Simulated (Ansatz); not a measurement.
**In: stiffness from a series of strains**

```yaml
crystal:
  lattice:
    - [1.66964, 0.96397, 8.20746]
    - [-1.66964, 0.96397, 8.20746]
    - [0.00000, -1.92793, 8.20746]
  atoms:
    - { symbol: In, position: [0.00000, 0.00000, 0.00000] }
    - { symbol: In, position: [0.77801, 0.77801, 0.77801] }
    - { symbol: In, position: [0.22199, 0.22199, 0.22199] }
```

Atoms are numbered in the order listed.

Structure from Materials Project entry mp-1184502 (possibly hypothetical), not relaxed further.

Spin–orbit coupling is left out, though it moves levels of the heavy atoms by tenths of an eV or more.

These are results of DFT, PBE, all-electron LAPW, scalar-relativistic in Ansatz 0.2.0, not measurements.

Settings: a Γ-centred 14×14×14 k mesh, Fermi–Dirac smearing of 0.05 eV, basis error target 0.5 meV/atom, no spin polarisation.

The strain is applied along the Cartesian axes of the cell as listed (the other components stay zero). Fractional coordinates are held (clamped ions).

σ is the change of stress from the unstrained cell, which is at 1.71 GPa; tension is positive, so slopes are stress–strain coefficients at that pressure. In a metal the k mesh adds noise.

Only quantities that a quadratic follows smoothly over the whole series are listed; rougher ones are left out.

```csv
εxx = εyy,σzz (GPa),σxx (GPa)
-0.0300,-2.82,-3.16
-0.0100,-0.93,-0.89
0.0000,0.00,0.00
0.0100,0.78,0.83
0.0200,1.38,1.60
0.0300,1.95,2.27
```

Task: Fit the series and read off the stiffness at zero strain.

Result: Least-squares fits y = p0 + p1 x + p2 x² to the rows give σzz (GPa): p1 = 80, p2 = -460; σxx (GPa): p1 = 90, p2 = -510. So C13 + C23 = 80 GPa and C11 + C12 = 90 GPa, for these axes.

Task: One run, at εxx = εyy = -0.0200, is withheld. Predict its row.

Result: The fits give -1.81, -1.99; the run gave -1.86, -1.95.
